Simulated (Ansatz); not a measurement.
The system is BeTe.

```
Te Be
1.0
     0.00000    2.77000    2.77000
     2.77000    0.00000    2.77000
     2.77000    2.77000    0.00000
Te Be
1 1
Cartesian
  4.1550 4.1550 4.1550
  0.0000 0.0000 0.0000
```

- Program: Ansatz 0.2.0
- Task: relaxation of cell and atoms
- Functional: PBEsol
- Potentials or basis: Ansatz PAW
- Cutoff: 420 eV (not typed: the program's choice for these potentials)
- k mesh: 8 × 8 × 8
- Occupations: fermi-dirac, width 0.05 eV
- Spin: no spin polarisation

At the start: volume 21.25 Å³/atom.

Problem. Where does the relaxation end?

Solution. It ends after 4 steps and the volume is 22.02 Å³/atom (+3.6 %); space group F-43m (No. 216, to 0.05 Å).

Step by step:
| step | energy change (eV) | largest force (eV/Å) | volume (Å³) |
| --- | --- | --- | --- |
| 1 | 0.0000 | 0.0000 | 42.51 |
| 2 | -0.0091 | 0.0000 | 44.48 |
| 3 | -0.0101 | 0.0000 | 44.04 |
| 4 | -0.0103 | 0.0000 | 44.04 |

Final structure:
```
Te Be
1.0
     0.00000    2.80286    2.80286
     2.80286    0.00000    2.80286
     2.80286    2.80286    0.00000
Te Be
1 1
Direct
  0.75000 0.75000 0.75000
  0.00000 0.00000 0.00000
```

Caveat: the plane-wave basis is chosen anew once the cell has moved, so the energies of steps on either side of that aren't comparable; the PAW data sets come from PBE, with cores solved anew for the run's functional, which leaves a small shift of forces and pressure.
